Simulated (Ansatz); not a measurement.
**PbF2, relaxed from a CdCl2-type start to space group Fm-3m (read at 0.02 Å)**

Computed with Ansatz (plane waves, PAW, 420 eV cutoff): PBE, scalar-relativistic, no spin polarisation, 10×10×10 k-mesh, Gaussian smearing of 0.05 eV; PAW files: Ansatz's generated set soft_2.

```cif
data_structure
_symmetry_space_group_name_H-M 'P 1'
_symmetry_Int_Tables_number 1
_cell_length_a 4.2441
_cell_length_b 4.2441
_cell_length_c 4.2441
_cell_angle_alpha 59.971
_cell_angle_beta 59.971
_cell_angle_gamma 59.971
_cell_volume 54.02
loop_
_atom_site_label
_atom_site_type_symbol
_atom_site_fract_x
_atom_site_fract_y
_atom_site_fract_z
_atom_site_occupancy
Pb1 Pb 0.00000 0.00000 0.00000 1
F1 F 0.24995 0.24995 0.24995 1
F2 F 0.75005 0.75005 0.75005 1
```

The start was a prototype's sites filled with these elements; the Crystallography Open Database holds the compound in this structure.

Cell and atoms are those of this level's equilibrium.

Path: Γ–T–H2 | H0–L–Γ–S0 | S2–F–Γ, with Γ = (0.000, 0.000, 0.000), T = (0.500, 0.500, 0.500), H2 = (0.750, 0.250, 0.500), H0 = (0.500, -0.250, 0.250), L = (0.500, 0.000, 0.000), S0 = (0.375, -0.375, 0.000), S2 = (0.625, 0.000, 0.375), F = (0.500, 0.000, 0.500) in reciprocal vectors of the calculation's cell.

Question: Is it a metal or an insulator, and if it has a gap, where are the band edges on this path?

Answer: An insulator with a gap of 4.42 eV on the path, the valence band topping at H2 and the conduction band bottoming at F; the smallest direct gap is 4.56 eV.

Levels between -3 and 5 eV from the Fermi level at the path's named points:
```tsv
point	below E_F (eV)	above E_F (eV)
Γ		4.52 4.53 4.53
T and L	-2.22	2.82
H2 and H0	-2.21	3.79 3.79
S0 and S2	-2.24	3.08 4.41
F	-2.35	2.21
```

Within 0.6 eV of the edges the projected states are 70 % F 2p at the top of the valence band and 85 % Pb 6p at the bottom of the conduction band. The valence edge mixes anion p with metal states, so the bond is partly covalent and the gap isn't a plain transfer from F to Pb.

Semilocal functionals underestimate band gaps, commonly by a third or more. Scalar-relativistic only: spin–orbit splittings of the heavy atoms' levels are missing. The relaxed cell is 4 % larger in volume than the cell of this structure in the Crystallography Open Database (17.38 Å³/atom, 2011).
